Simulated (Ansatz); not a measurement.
Method: DFT PBE, scalar-relativistic, plane waves, PAW in Ansatz. Settings: cutoff 420 eV, Γ-centred meshes spaced at most about 0.3 Å⁻¹, and about 0.25 Å⁻¹ or finer for metals (2π included), Gaussian smearing. No spin polarisation in the final relaxations.

Temperature and zero-point effects are left out.

Two forms of GaP₄ were relaxed alike.

A.

```cif
data_structure
_symmetry_space_group_name_H-M 'P6/mmm'
_symmetry_Int_Tables_number 191
_cell_length_a 4.5550
_cell_length_b 4.5550
_cell_length_c 4.8163
_cell_angle_alpha 90.000
_cell_angle_beta 90.000
_cell_angle_gamma 120.000
_cell_volume 86.54
loop_
_atom_site_label
_atom_site_type_symbol
_atom_site_symmetry_multiplicity
_atom_site_Wyckoff_symbol
_atom_site_fract_x
_atom_site_fract_y
_atom_site_fract_z
_atom_site_occupancy
Ga1 Ga 1 b 0.00000 0.00000 0.50000 1
P1 P 2 c 0.33333 0.66667 0.00000 1
P2 P 2 d 0.33333 0.66667 0.50000 1
```

B.

```cif
data_structure
_symmetry_space_group_name_H-M 'Cmmm'
_symmetry_Int_Tables_number 65
_cell_length_a 4.9040
_cell_length_b 5.1073
_cell_length_c 7.0585
_cell_angle_alpha 90.000
_cell_angle_beta 90.000
_cell_angle_gamma 90.000
_cell_volume 176.79
loop_
_atom_site_label
_atom_site_type_symbol
_atom_site_symmetry_multiplicity
_atom_site_Wyckoff_symbol
_atom_site_fract_x
_atom_site_fract_y
_atom_site_fract_z
_atom_site_occupancy
Ga1 Ga 2 b 0.50000 0.00000 0.00000 1
P1 P 8 n 0.50000 0.72692 0.66698 1
```

Question: Which would you expect to be lower, and how large is the difference?

Answer: B is lower, by 195 meV/atom. A has space group P6/mmm (No. 191), 17.3 Å³/atom and no gap on its mesh; B has space group Cmmm (No. 65), 17.7 Å³/atom and no gap. Counting P atoms around Ga (those within 1.25 times the shortest such distance or 1.15 times the sum of covalent radii; the shortest distance is added where it is long for a bond), A has Ga 6 and B has Ga 4 from 2.7 Å. A holds P–P chains (shortest 2.41 Å); B holds P–P nets (shortest 2.32 Å). Even the lower one lies +0.20 eV/atom against the reference forms of the elements (uncorrected), so neither is stable at this level. In A, Ga has 6 P at 2.63 Å; P on its first site is surrounded by 2 P at 2.41 Å and 3 P at 2.63 Å; P on its second site has 2 P at 2.41 Å, 3 Ga at 2.63 Å and 3 P at 2.63 Å. In B, Ga is surrounded by 4 P at 2.73 Å; P is surrounded by 4 P at 2.32–2.46 Å, 1 Ga at 2.73 Å and 1 P at 2.79 Å. Both come from invented guesses.

In P6/mmm, Cmmm an odd number of electrons in the primitive cell allows no gap without spin; a larger cell or a magnetic state could open one. A magnetic state wasn't ruled out in cells without spin, among them P6/mmm, Cmmm. Cells relaxed within their symmetry can be saddle points.

The preference for B probably comes from its phosphorus network. Phosphorus normally forms three directional single bonds and keeps a lone pair. A instead spreads its bonding over straight chains, already stretched at 2.41 Å, and flat layers with still weaker contacts at 2.63 Å. B recovers some P–P bonding, with its shortest contact at 2.32 Å, but its other contacts are longer, so it relieves the frustration only in part.

Gallium doesn't explain the order in any simple way: its contacts with P are fewer and longer in B, and in both forms they are well beyond a normal Ga–P single bond. The gain within the phosphorus net thus seems to outweigh the weaker Ga–P contacts.

Neither form resembles the tetrahedral, electron-precise bonding of zinc-blende GaP. Since that compound is itself stable against the elements, decomposition into GaP and phosphorus should be even more favourable than the +0.20 eV/atom suggests. The calculation therefore supports an order between these two candidates, not a ground-state structure for GaP₄.
